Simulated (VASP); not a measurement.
# SrO (Fm-3m) in VASP: notebook

Runs on SrO. Level: PBE+D3(BJ). Tasks: relaxation of the atoms.

All numbers are computed with VASP 6.6.1; they aren't measurements. Logs are shortened: lines on timing, memory, paths and dates and some standing lists are left out, and cuts for length are marked.

## 1. Starting point

The structure is cubic, space group Fm-3m (No. 225). The conventional cell has a = 5.158 Å, b = 5.158 Å, c = 5.158 Å, α = 90.00°, β = 90.00°, γ = 90.00°. Around Sr (site symmetry m-3m) lie 6 O at 2.58 Å. Around O (site symmetry m-3m) lie 6 Sr at 2.58 Å.

## 2. Relaxation of the atoms, PBE+D3(BJ) (a relaxed cell with its volume scaled by 0.94)

INCAR

```
SYSTEM = SrO
PREC = Accurate
ENCUT = 600
EDIFF = 1E-7
ISMEAR = 0
SIGMA = 0.03
LREAL = .FALSE.
LASPH = .TRUE.
NELM = 80
ALGO = Normal
ISIF = 2
LWAVE = .FALSE.
LCHARG = .FALSE.
GGA = PE
IVDW = 12
IBRION = 2
NSW = 40
EDIFFG = -0.01
```

KPOINTS

```
regular mesh
0
G
  10 10 10
  0 0 0
```

POSCAR

```
SrO                                     
1.0
    0.0000000000      2.5265543369      2.5265543369
    2.5265543369      0.0000000000      2.5265543369
    2.5265543369      2.5265543369      0.0000000000
  Sr              O             
     1     1
Direct
     0.5000000000000000    0.5000000000000000    0.5000000000000000
     0.0000000000000000    0.0000000000000000    0.0000000000000000
```

Potentials or basis: VASP PAW PBE potentials, release 64 (Sr_sv, O).

The run is started by

```sh
> cat potpaw_PBE.64/Sr_sv/POTCAR potpaw_PBE.64/O/POTCAR > POTCAR
> mpirun -np 1 vasp_std > vasp.out
```

OUTCAR:

```text
SYSTEM = SrO
   PREC = Accurate
   ENCUT = 600
   EDIFF = 1E-7
   ISMEAR = 0
   LREAL = .FALSE.
   LASPH = .TRUE.
   NELM = 80
   ISIF = 2
   GGA = PE
   IVDW = 12
   IBRION = 2
   NSW = 40
   EDIFFG = -0.01
 IVDW          = 12

 ion  position               nearest neighbor table
   1  0.500  0.500  0.500-   2 2.53   2 2.53   2 2.53   2 2.53   2 2.53   2 2.53
   2  0.000  0.000  0.000-   1 2.53   1 2.53   1 2.53   1 2.53   1 2.53   1 2.53

  LATTYP: Found a face centered cubic cell.
 ALAT       =     5.0531086738

  Lattice vectors:

 A1 = (   0.0000000000,   2.5265543369,   2.5265543369)
 A2 = (   2.5265543369,   0.0000000000,   2.5265543369)
 A3 = (   2.5265543369,   2.5265543369,   0.0000000000)

Analysis of symmetry for initial positions (statically):
=====================================================================
 Subroutine PRICEL returns:
 Original cell was already a primitive cell.

 Routine SETGRP: Setting up the symmetry group for a
 face centered cubic supercell.

 Subroutine GETGRP returns: Found 48 space group operations
 (whereof 48 operations were pure point group operations)
 out of a pool of 48 trial point group operations.

The static configuration has the point symmetry O_h .

Analysis of symmetry for dynamics (positions and initial velocities):
=====================================================================
 Subroutine PRICEL returns:
 Original cell was already a primitive cell.

 Routine SETGRP: Setting up the symmetry group for a
 face centered cubic supercell.

 Subroutine GETGRP returns: Found 48 space group operations
 (whereof 48 operations were pure point group operations)
 out of a pool of 48 trial point group operations.

The dynamic configuration has the point symmetry O_h .

 Subroutine INISYM returns: Found 48 space group operations
 (whereof 48 operations are pure point group operations),
 and found     1 'primitive' translations

----------------------------------------------------------------------------------------

                                     Primitive cell

  volume of cell :      32.2564

  direct lattice vectors                    reciprocal lattice vectors
     0.000000000  2.526554337  2.526554337    -0.197897980  0.197897980  0.197897980
     2.526554337  0.000000000  2.526554337     0.197897980 -0.197897980  0.197897980
     2.526554337  2.526554337  0.000000000     0.197897980  0.197897980 -0.197897980

  length of vectors
     3.573087409  3.573087409  3.573087409     0.342769356  0.342769356  0.342769356

  position of ions in fractional coordinates (direct lattice)
[... 94 lines left out ...]
   ISMEAR =     0;   SIGMA  =   0.03  broadening in eV -4-tet -1-fermi 0-gaus
   EFERMI_NEDOS =   21; number of points for ismear=-14 and -15
   IALGO  =     38    algorithm
   IMIX   =      4    mixing-type and parameters
     AMIX     =   0.40;   BMIX     =  1.00
     AMIX_MAG =   1.60;   BMIX_MAG =  1.00
  volume/ion in A,a.u.               =      16.13       108.84
  Fermi-wavevector in a.u.,A,eV,Ry     =   1.295914  2.448922 22.849530  1.679393
  Thomas-Fermi vector in A             =   2.427404
   LORBIT       =      0    0 simple, 1 ext, 2 COOP (PROOUT), +10 PAW based schemes
   GGA     = PE    functional components
   LHFCALC =     F    Hartree Fock is set to
   AEXX    =    0.0000 exact exchange contribution
   IVDW    =    12    specifies the selected vdW correction
   LEPSILON=     F    determine dielectric tensor
   LRPA    =     F    only Hartree local field effects (RPA)
 conjugate gradient relaxation of ions
 non-spin polarized calculation
 Gauss-broadening in eV      SIGMA  =   0.03
  energy-cutoff  :      600.00
  volume of cell :       32.26
 maximum number of plane-waves:      1091
 NGX is ok and might be reduce to    30
   NGX = 15   NGY = 15   NGZ = 15

 number of electron      15.9999999 magnetization

 Free energy of the ion-electron system (eV)
  ---------------------------------------------------
  ext. energy  EPLUGINS =         0.00000000
  ---------------------------------------------------
  free energy    TOTEN  =       -11.97546063 eV

  energy without entropy =      -11.97546063  energy(sigma->0) =      -11.97546063

 E-fermi :   2.1198     XC(G=0): -10.2762

 val. band max:        1.9178894596   @ k =   0.0000   0.0000   0.0000
 cond. band min:       5.1465146068   @ k =   0.5000   0.5000   0.0000
 fundamental gap:      3.2286251472
 Fermi energy:         2.1198400083

 k-point     1 :       0.0000    0.0000    0.0000
  band No.  band energies     occupation
      1     -30.2950      2.00000
      2     -13.2385      2.00000
      3     -11.8722      2.00000
      4     -11.8722      2.00000
      5     -11.8722      2.00000
      6       1.9179      2.00000
      7       1.9179      2.00000
      8       1.9179      2.00000
      9       6.2893      0.00000
     10       8.2409      0.00000
     11       8.2409      0.00000
     12       8.2409      0.00000
[... 331 lines left out ...]
 k-point    24 :       0.4000    0.3000    0.0000
  band No.  band energies     occupation
      1     -30.1138      2.00000
      2     -14.0230      2.00000
      3     -12.2876      2.00000
      4     -12.1993      2.00000
      5     -11.7262      2.00000
      6       0.8628      2.00000
      7       1.6201      2.00000
      8       1.6979      2.00000
      9       5.8627      0.00000
     10       9.5191      0.00000
     11      11.7886      0.00000
     12      11.9440      0.00000

 [... further k-points ...]

------------------------ aborting loop because EDIFF is reached ----------------------------------------

 Edisp (eV)   -0.51897

 E8    (eV) :    -0.2531

  FORCE on cell =-STRESS in cart. coord.  units (eV):
  Direction    XX          YY          ZZ          XY          YZ          ZX
  --------------------------------------------------------------------------------------
  -------------------------------------------------------------------------------------
  Total       1.29311     1.29311     1.29311     0.00000     0.00000     0.00000
  in kB      64.22895    64.22895    64.22895     0.00000     0.00000     0.00000
  external pressure =       64.23 kB  Pullay stress =        0.00 kB

 VOLUME and BASIS-vectors are now :
 -----------------------------------------------------------------------------
  energy-cutoff  :      600.00
  volume of cell :       32.26
      direct lattice vectors                 reciprocal lattice vectors
     0.000000000  2.526554337  2.526554337    -0.197897980  0.197897980  0.197897980
     2.526554337  0.000000000  2.526554337     0.197897980 -0.197897980  0.197897980
     2.526554337  2.526554337  0.000000000     0.197897980  0.197897980 -0.197897980

 POSITION                                       TOTAL-FORCE (eV/Angst)
 -----------------------------------------------------------------------------------
      2.52655      2.52655      2.52655         0.000000      0.000000      0.000000
      0.00000      0.00000      0.00000         0.000000      0.000000      0.000000
 -----------------------------------------------------------------------------------
    total drift:                               -0.000000      0.000000      0.000000

  FREE ENERGIE OF THE ION-ELECTRON SYSTEM (eV)
  ---------------------------------------------------
  free  energy   TOTEN  =       -12.4944293706 eV

  energy  without entropy=      -12.4944293706  energy(sigma->0) =      -12.49442937

 reached required accuracy - stopping structural energy minimisation
```

CONTCAR:

```text
SrO
   1.00000000000000
     0.0000000000000000    2.5265543368999999    2.5265543368999999
     2.5265543368999999    0.0000000000000000    2.5265543368999999
     2.5265543368999999    2.5265543368999999    0.0000000000000000
  Sr              O
     1     1
Direct
     0.5000000000000000    0.5000000000000000    0.5000000000000000
     0.0000000000000000    0.0000000000000000    0.0000000000000000

  0.00000000E+00  0.00000000E+00  0.00000000E+00
  0.00000000E+00  0.00000000E+00  0.00000000E+00
```

Run time: 16 s. Hardware: 1 thread of Intel Xeon 6975P-C (Granite Rapids), shared host; peak memory 0.19 GiB.

Results:

```
Free energy                : -12.4944 eV
Pressure after relaxing    : 6.4 GPa
Band gap on the k mesh     : 3.23 eV, indirect (least direct gap 3.28 eV)
Dispersion energy per atom : -0.259 eV
```

Final structure:
```
Sr O
1.0
     0.00000    2.52655    2.52655
     2.52655    0.00000    2.52655
     2.52655    2.52655    0.00000
Sr O
1 1
Direct
  0.50000 0.50000 0.50000
  0.00000 0.00000 0.00000
```

Caveat: the relaxation stopped at its first step, so nothing moved.

## 3. Relaxation of the atoms, PBE+D3(BJ) (a relaxed cell with its volume scaled by 0.96)

INCAR is that of step 2.

KPOINTS is that of step 2.

POSCAR

```
SrO                                     
1.0
    0.0000000000      2.5443475593      2.5443475593
    2.5443475593      0.0000000000      2.5443475593
    2.5443475593      2.5443475593      0.0000000000
  Sr              O             
     1     1
Direct
     0.5000000000000000    0.5000000000000000    0.5000000000000000
     0.0000000000000000    0.0000000000000000    0.0000000000000000
```

Potentials or basis: VASP PAW PBE potentials, release 64 (Sr_sv, O).

The run is started by

```sh
> cat potpaw_PBE.64/Sr_sv/POTCAR potpaw_PBE.64/O/POTCAR > POTCAR
> mpirun -np 1 vasp_std > vasp.out
```

OUTCAR:

```text
SYSTEM = SrO
   PREC = Accurate
   ENCUT = 600
   EDIFF = 1E-7
   ISMEAR = 0
   LREAL = .FALSE.
   LASPH = .TRUE.
   NELM = 80
   ISIF = 2
   GGA = PE
   IVDW = 12
   IBRION = 2
   NSW = 40
   EDIFFG = -0.01
 IVDW          = 12

 ion  position               nearest neighbor table
   1  0.500  0.500  0.500-   2 2.54   2 2.54   2 2.54   2 2.54   2 2.54   2 2.54
   2  0.000  0.000  0.000-   1 2.54   1 2.54   1 2.54   1 2.54   1 2.54   1 2.54

  LATTYP: Found a face centered cubic cell.
 ALAT       =     5.0886951186
[... 554 lines left out ...]

 Edisp (eV)   -0.50772

 E8    (eV) :    -0.2476

  FORCE on cell =-STRESS in cart. coord.  units (eV):
  Direction    XX          YY          ZZ          XY          YZ          ZX
  --------------------------------------------------------------------------------------
  -------------------------------------------------------------------------------------
  Total       0.83028     0.83028     0.83028     0.00000     0.00000    -0.00000
  in kB      40.38098    40.38098    40.38098     0.00000     0.00000    -0.00000
  external pressure =       40.38 kB  Pullay stress =        0.00 kB

 VOLUME and BASIS-vectors are now :
 -----------------------------------------------------------------------------
  energy-cutoff  :      600.00
  volume of cell :       32.94
      direct lattice vectors                 reciprocal lattice vectors
     0.000000000  2.544347559  2.544347559    -0.196514033  0.196514033  0.196514033
     2.544347559  0.000000000  2.544347559     0.196514033 -0.196514033  0.196514033
     2.544347559  2.544347559  0.000000000     0.196514033  0.196514033 -0.196514033

 POSITION                                       TOTAL-FORCE (eV/Angst)
 -----------------------------------------------------------------------------------
      2.54435      2.54435      2.54435         0.000000     -0.000000      0.000000
      0.00000      0.00000      0.00000        -0.000000      0.000000     -0.000000
 -----------------------------------------------------------------------------------
    total drift:                               -0.000000      0.000000      0.000000

  FREE ENERGIE OF THE ION-ELECTRON SYSTEM (eV)
  ---------------------------------------------------
  free  energy   TOTEN  =       -12.5175601473 eV

  energy  without entropy=      -12.5175601473  energy(sigma->0) =      -12.51756015

 reached required accuracy - stopping structural energy minimisation
```

CONTCAR:

```text
SrO
   1.00000000000000
     0.0000000000000000    2.5443475592999998    2.5443475592999998
     2.5443475592999998    0.0000000000000000    2.5443475592999998
     2.5443475592999998    2.5443475592999998    0.0000000000000000
  Sr              O
     1     1
Direct
     0.5000000000000000    0.5000000000000000    0.5000000000000000
     0.0000000000000000    0.0000000000000000    0.0000000000000000

  0.00000000E+00  0.00000000E+00  0.00000000E+00
  0.00000000E+00  0.00000000E+00  0.00000000E+00
```

Wall time 14 s (1 thread of Intel Xeon 6975P-C (Granite Rapids), shared host); peak memory 0.19 GiB.

What came out:

| Quantity | Value |
| --- | --- |
| Free energy | -12.5176 eV |
| Pressure after relaxing | 4.0 GPa |
| Band gap on the k mesh | 3.25 eV, indirect (least direct gap 3.31 eV) |
| Dispersion energy per atom | -0.254 eV |

Final structure:
```cif
data_structure
_symmetry_space_group_name_H-M 'P 1'
_symmetry_Int_Tables_number 1
_cell_length_a 3.5983
_cell_length_b 3.5983
_cell_length_c 3.5983
_cell_angle_alpha 60.000
_cell_angle_beta 60.000
_cell_angle_gamma 60.000
_cell_volume 32.94
loop_
_atom_site_label
_atom_site_type_symbol
_atom_site_fract_x
_atom_site_fract_y
_atom_site_fract_z
_atom_site_occupancy
Sr1 Sr 0.50000 0.50000 0.50000 1
O1 O 0.00000 0.00000 0.00000 1
```

Caveat: the relaxation stopped at its first step, so nothing moved.

## 4. Relaxation of the atoms, PBE+D3(BJ) (a relaxed cell with its volume scaled by 0.98)

INCAR is that of step 3.

KPOINTS is that of step 3.

POSCAR

```
SrO                                     
1.0
    0.0000000000      2.5618953384      2.5618953384
    2.5618953384      0.0000000000      2.5618953384
    2.5618953384      2.5618953384      0.0000000000
  Sr              O             
     1     1
Direct
     0.5000000000000000    0.5000000000000000    0.5000000000000000
     0.0000000000000000    0.0000000000000000    0.0000000000000000
```

The run is started by

```sh
> cat potpaw_PBE.64/Sr_sv/POTCAR potpaw_PBE.64/O/POTCAR > POTCAR
> mpirun -np 1 vasp_std > vasp.out
```

Wall time 14 s (1 thread of Intel Xeon 6975P-C (Granite Rapids), shared host); peak memory 0.19 GiB.

Results (log left out):

```yaml
Free_energy: -12.5310 eV
Pressure_after_relaxing: 1.9 GPa
Band_gap_on_the_k_mesh: 3.26 eV, indirect (least direct gap 3.34 eV)
Dispersion_energy_per_atom: -0.248 eV
```

Final structure:
```cif
data_structure
_symmetry_space_group_name_H-M 'P 1'
_symmetry_Int_Tables_number 1
_cell_length_a 3.6231
_cell_length_b 3.6231
_cell_length_c 3.6231
_cell_angle_alpha 60.000
_cell_angle_beta 60.000
_cell_angle_gamma 60.000
_cell_volume 33.63
loop_
_atom_site_label
_atom_site_type_symbol
_atom_site_fract_x
_atom_site_fract_y
_atom_site_fract_z
_atom_site_occupancy
Sr1 Sr 0.50000 0.50000 0.50000 1
O1 O 0.00000 0.00000 0.00000 1
```

Levels at points of the mesh, in eV from the valence-band top:
```csv
k point,band 4,band 5,band 6,band 7,band 8,band 9,band 10,band 11,band 12
"(0.00, 0.00, 0.00)",-13.98,-13.98,0.00,0.00,0.00,4.06,6.24,6.24,6.24
"(0.50, 0.00, 0.00)",-14.06,-12.79,-2.19,-1.16,-1.16,6.60,8.54,8.91,8.91
"(0.50, 0.50, 0.00)",-14.36,-14.36,-0.41,-0.08,-0.08,3.26,7.89,10.25,10.48
```

Caveat: the relaxation stopped at its first step, so nothing moved. A k mesh can miss the band edges.

## 5. Relaxation of the atoms, PBE+D3(BJ)

INCAR is that of step 4.

KPOINTS is that of step 4.

POSCAR

```
SrO                                     
1.0
    0.0000000000      2.5792059671      2.5792059671
    2.5792059671      0.0000000000      2.5792059671
    2.5792059671      2.5792059671      0.0000000000
  Sr              O             
     1     1
Direct
     0.5000000000000000    0.5000000000000000    0.5000000000000000
     0.0000000000000000    0.0000000000000000    0.0000000000000000
```

The run is started by

```sh
> cat potpaw_PBE.64/Sr_sv/POTCAR potpaw_PBE.64/O/POTCAR > POTCAR
> mpirun -np 1 vasp_std > vasp.out
```

Wall time 13 s (1 thread of Intel Xeon 6975P-C (Granite Rapids), shared host); peak memory 0.19 GiB.

The run converged. Its results:

| Item | Value |
| --- | --- |
| Free energy | -12.5358 eV |
| Pressure after relaxing | 0.0 GPa |
| Band gap on the k mesh | 3.27 eV, indirect (least direct gap 3.37 eV) |
| Dispersion energy per atom | -0.243 eV |

Final structure:
```yaml
crystal:
  lattice:
    - [0.00000, 2.57921, 2.57921]
    - [2.57921, 0.00000, 2.57921]
    - [2.57921, 2.57921, 0.00000]
  atoms:
    - { symbol: Sr, position: [0.50000, 0.50000, 0.50000] }
    - { symbol: O, position: [0.00000, 0.00000, 0.00000] }
```

Levels at points of the mesh, in eV from the valence-band top:
| k point | band 6 | band 7 | band 8 | band 9 | band 10 | band 11 |
| --- | --- | --- | --- | --- | --- | --- |
| (0.00, 0.00, 0.00) | 0.00 | 0.00 | 0.00 | 3.92 | 6.19 | 6.19 |
| (0.50, 0.00, 0.00) | -2.15 | -1.12 | -1.12 | 6.51 | 8.38 | 8.79 |
| (0.50, 0.50, 0.00) | -0.45 | -0.09 | -0.09 | 3.27 | 7.73 | 10.11 |

Caveat: the relaxation stopped at its first step, so nothing moved. Expect the measured gap to be larger: semilocal functionals such as PBE lack the derivative discontinuity.

## 6. Relaxation of the atoms, PBE+D3(BJ) (a relaxed cell with its volume scaled by 1.02)

INCAR is that of step 5.

KPOINTS is that of step 5.

POSCAR

```
SrO                                     
1.0
    0.0000000000      2.5962872991      2.5962872991
    2.5962872991      0.0000000000      2.5962872991
    2.5962872991      2.5962872991      0.0000000000
  Sr              O             
     1     1
Direct
     0.5000000000000000    0.5000000000000000    0.5000000000000000
     0.0000000000000000    0.0000000000000000    0.0000000000000000
```

Potentials or basis: VASP PAW PBE potentials, release 64 (Sr_sv, O).

The run is started by

```sh
> cat potpaw_PBE.64/Sr_sv/POTCAR potpaw_PBE.64/O/POTCAR > POTCAR
> mpirun -np 1 vasp_std > vasp.out
```

It took 14 s on 1 thread of Intel Xeon 6975P-C (Granite Rapids), shared host; peak memory 0.2 GiB.

The run converged. Its results:

- Free energy: -12.5329 eV
- Pressure after relaxing: -1.7 GPa
- Band gap on the k mesh: 3.28 eV, indirect (least direct gap 3.39 eV)
- Dispersion energy per atom: -0.238 eV

Final structure:
```yaml
crystal:
  lattice:
    - [0.00000, 2.59629, 2.59629]
    - [2.59629, 0.00000, 2.59629]
    - [2.59629, 2.59629, 0.00000]
  atoms:
    - { symbol: Sr, position: [0.50000, 0.50000, 0.50000] }
    - { symbol: O, position: [0.00000, 0.00000, 0.00000] }
```

Levels at points of the mesh, in eV from the valence-band top:
| k point | band 6 | band 7 | band 8 | band 9 | band 10 | band 11 |
| --- | --- | --- | --- | --- | --- | --- |
| (0.00, 0.00, 0.00) | 0.00 | 0.00 | 0.00 | 3.78 | 6.15 | 6.15 |
| (0.50, 0.00, 0.00) | -2.11 | -1.08 | -1.08 | 6.43 | 8.22 | 8.68 |
| (0.50, 0.50, 0.00) | -0.48 | -0.11 | -0.11 | 3.28 | 7.58 | 9.98 |

Caveat: the relaxation stopped at its first step, so nothing moved. A k mesh can miss the band edges.

## 7. Overview

```tsv
cell	gap on the mesh (eV)	pressure (GPa)
atoms relaxed from: a relaxed cell with its volume scaled by 0.94	3.23	6.4
atoms relaxed from: a relaxed cell with its volume scaled by 0.96	3.25	4.0
atoms relaxed from: a relaxed cell with its volume scaled by 0.98	3.26	1.9
atoms relaxed	3.27	0.0
atoms relaxed from: a relaxed cell with its volume scaled by 1.02	3.28	-1.7
```

Alike in all rows: task relaxation of the atoms; level PBE+D3(BJ); potentials or basis VASP PAW PBE potentials, release 64 (Sr_sv, O); no spin polarisation; k mesh 10 × 10 × 10; cutoff (eV) 600; smearing gaussian 0.03 eV.

Caveats: the relaxation stopped at its first step, so nothing moved.

Absolute energies hang on the potentials; compare differences alone.
